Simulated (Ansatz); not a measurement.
## Barrier of one jump, H in Ti

The calculation used DFT PBE, scalar-relativistic, plane waves, PAW in Ansatz 0.2.0. Run with 420 eV cutoff, 4×4×4 k-mesh, shifted by half a step, Gaussian smearing of 0.10 eV, no spin polarisation.

Host crystal, relaxed:

```
Ti
1.0
     0.00000    2.05602    2.05602
     2.05602    0.00000    2.05602
     2.05602    2.05602    0.00000
Ti
1
Direct
  0.00000 0.00000 0.00000
```

In a supercell of 16 host sites, interstitial H hops to an equivalent place, moving 2.91 Å between the relaxed ends. Climbing-image nudged elastic band at fixed cell with images 0 (start) to 6 (end), the path measured over all atoms, converged to 0.05 eV/Å; the order of the saddle wasn't checked, and the small cell leaves errors of about a tenth of an eV. Zero-point motion and tunnelling, which matter for H, are left out.

Supercell rows in host cell vectors: -1 -1 -1; 3 -1 -1; -1 -1 3. H was set at (0.500, 0.500, 0.500) of the host cell.

At the relaxed start H has 2 Ti at 2.08 Å, 2 Ti at 2.09 Å, 2 Ti at 2.10 Å.

(1) What barrier does the band give, and what surrounds the atom at the top?

Results:

(1) 0.52 eV at image 4, where H has 3 Ti at 1.79 Å, 1 Ti at 2.60 Å, 1 Ti at 2.81 Å, 2 Ti at 2.82 Å.

Cost: 1 run of about 43 core-minutes, on AMD EPYC 9R45 (Zen 5) (shared hosts).